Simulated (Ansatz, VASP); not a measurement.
# Pt in VASP and in Ansatz

```xyz
1
Lattice="0.0000 1.9554 1.9554 1.9554 0.0000 1.9554 1.9554 1.9554 0.0000" Properties=species:S:1:pos:R:3 pbc="T T T"
Pt    0.0000    0.0000    0.0000
```

Alike in both runs: functional PBEsol; k mesh 24 × 24 × 24; occupations fermi-dirac, width 0.1 eV; no spin polarisation.

Ansatz relaxed the structure, and its values are those at the end. VASP's run is a single point on that final structure, the one shown.

|  | VASP | Ansatz |
| --- | --- | --- |
| version | VASP 6.6.1 | Ansatz 0.2.0 |
| potentials or method | VASP PAW PBE potentials, release 64 (Pt) | PAW with Ansatz's default frozen-core files, scalar-relativistic |
| plane-wave cutoff (eV) | 520 | 420 |
| valence electrons in the cell | 10 | 18 |

```tsv
	VASP	Ansatz	Ansatz less VASP
pressure (GPa)	1.6	2.0	+0.42
```

The two sets of potentials don't hold the same shells in valence.

Caveats: the PAW data sets were made with another functional, which shifts forces and pressure a little (VASP). The runs have no spin-orbit coupling, so splittings on Pt are missing.
